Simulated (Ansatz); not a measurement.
# AlN: the cost of one run

Method: DFT r2SCAN, scalar-relativistic, plane waves, PAW, in Ansatz 0.2.0.

2 further runs of the same task are left out: 2 set aside as unsound or not needed. Runs told in other sessions of the task aren't counted.

## Step 1: The starting structure

The structure is hexagonal, space group P6_3mc (No. 186). Conventional cell: a = 3.107 Å, b = 3.107 Å, c = 4.978 Å, α = 90.00°, β = 90.00°, γ = 120.00°. Al (site symmetry 3m) is surrounded by 4 N at 1.89 to 1.90 Å. N (site symmetry 3m) is surrounded by 4 Al at 1.89 to 1.90 Å.

As a file:

```cif
data_structure
_symmetry_space_group_name_H-M 'P6_3mc'
_symmetry_Int_Tables_number 186
_cell_length_a 3.1067
_cell_length_b 3.1067
_cell_length_c 4.9784
_cell_angle_alpha 90.000
_cell_angle_beta 90.000
_cell_angle_gamma 120.000
_cell_volume 41.61
loop_
_atom_site_label
_atom_site_type_symbol
_atom_site_symmetry_multiplicity
_atom_site_Wyckoff_symbol
_atom_site_fract_x
_atom_site_fract_y
_atom_site_fract_z
_atom_site_occupancy
Al1 Al 2 b 0.33333 0.66667 0.99831 1
N1 N 2 b 0.33333 0.66667 0.61669 1
```

It is built from the cell relaxed beforehand with the same method (10.40 Å³/atom).

## Step 2: The reference: the undisturbed cell on the scan's mesh

File input.yaml:

```yaml
crystal:
  lattice:
    - [-3.1066653375, 0.0, 0.0]
    - [-1.5533326688, -2.6904511034, 0.0]
    - [0.0, 0.0, 9.956809677]
  atoms:
    - { symbol: Al, position: [0.3333333333, 0.3333333333, 0.0008464511] }
    - { symbol: Al, position: [0.3333333333, 0.3333333333, 0.5008464511] }
    - { symbol: Al, position: [0.6666666667, 0.6666666667, 0.2508464511] }
    - { symbol: Al, position: [0.6666666667, 0.6666666667, 0.7508464511] }
    - { symbol: "N", position: [0.3333333333, 0.3333333333, 0.1916535489] }
    - { symbol: "N", position: [0.3333333333, 0.3333333333, 0.6916535489] }
    - { symbol: "N", position: [0.6666666667, 0.6666666667, 0.4416535489] }
    - { symbol: "N", position: [0.6666666667, 0.6666666667, 0.9416535489] }
basis:
  ecutwfc: 500
kpoints:
  mp_grid: { grid: [8, 8, 3] }
hamiltonian:
  xc: r2scan
scf:
  occupations: { method: gaussian, width: 0.05 }
output:
  forces: true
  stress: true
  eigenvalues: true
```

The run is started by

```sh
> ansatz run input.yaml --threads 2 --pin off --max-ram 5120MiB --backend cpu --events-out ev --progress --plain --runs-dir out
```

**Question.** How long does this run take on 2 threads of Arm Neoverse V1, shared host, and how much memory does it need?

About 5.2 s, with a peak of 0.47 GiB.
